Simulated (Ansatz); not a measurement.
## NaI: from a first guess to the relaxed zincblende type

First guess:

```xyz
2
Lattice="0.0000 3.2195 3.2195 3.2195 0.0000 3.2195 3.2195 3.2195 0.0000" Properties=species:S:1:pos:R:3 pbc="T T T"
Na    0.0000    0.0000    0.0000
I     1.6098    1.6098    1.6098
```

The calculation used Ansatz 0.2.0, DFT, PBE, PAW with Ansatz's default frozen-core files, scalar-relativistic.

Cell and atoms relax within the symmetry of the start on a 10×10×10 k mesh with 0.05 eV Fermi–Dirac smearing.

The start is built from a prototype, known or not as a phase of this compound; the cutoff is 420 eV.

No spin–orbit coupling, which matters for the heavy atoms here.

(1) What is the pressure of the first guess?

(2) What does it relax to?

(3) How much energy does the relaxation release?

Results:

(1) 7.03 GPa.

(2) a = 7.163 Å, b = 7.163 Å, c = 7.163 Å, α = 90.00°, β = 90.00°, γ = 90.00° (conventional cell), 45.94 Å³ per atom:
```xyz
2
Lattice="0.0000 3.5814 3.5814 3.5814 0.0000 3.5814 3.5814 3.5814 0.0000" Properties=species:S:1:pos:R:3 pbc="T T T"
Na    0.0000    0.0000    0.0000
I     1.7907    1.7907    1.7907
```

(3) 205 meV/atom.
